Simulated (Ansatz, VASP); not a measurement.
**Two plane-wave programs on Zn**

INCAR

```
  PREC = Accurate
  ENCUT = 520
  EDIFF = 1E-6
  ISMEAR = 0
  SIGMA = 0.15
  LREAL = F
  LASPH = T
  NELM = 100
  ALGO = Normal
  ISIF = 2
  LWAVE = F
  LCHARG = F
  GGA = PS
  NBANDS = 12
```

The input KPOINTS:

```
regular mesh
0
Gamma
  22 22 22
```

POSCAR

```
Zn
1.0
   -1.5690370000      1.5690370000      1.5690370000
    1.5690370000     -1.5690370000      1.5690370000
    1.5690370000      1.5690370000     -1.5690370000
Zn
1
Direct
    0.0000000000      0.0000000000      0.0000000000
```

Input for Ansatz:

```yaml
crystal:
  lattice:
    - [-1.569037, 1.569037, 1.569037]
    - [1.569037, -1.569037, 1.569037]
    - [1.569037, 1.569037, -1.569037]
  atoms:
    - { symbol: Zn, position: [0.0, 0.0, 0.0] }
basis:
  ecutwfc: 420
kpoints:
  mp_grid: { grid: [22, 22, 22] }
hamiltonian:
  xc: pbesol
scf:
  occupations: { method: gaussian, width: 0.15 }
output:
  forces: true
  stress: true
  eigenvalues: true
```

This isn't the form of Zn at room conditions, which is hcp.

Alike in both runs: task single point; functional PBEsol; k mesh 22 × 22 × 22; occupations gaussian, width 0.15 eV; no spin polarisation.

|  | VASP | Ansatz |
| --- | --- | --- |
| version | VASP 6.6.1 | Ansatz 0.2.0 |
| potentials or method | VASP PAW PBE potentials, release 64 (Zn) | scalar-relativistic, plane waves, PAW |
| plane-wave cutoff (eV) | 520 | 420 |
| valence electrons in the cell | 12 | 12 |

```csv
,VASP,Ansatz,Ansatz less VASP
gap on the k mesh at the Fermi level (eV),none,none,-
pressure (GPa),-4.7,-5.1,-0.39
```

A gap of «none» marks a metal or a gap that the smearing closes.

Caveats: the PAW data sets were made with another functional, which shifts forces and pressure a little (VASP).
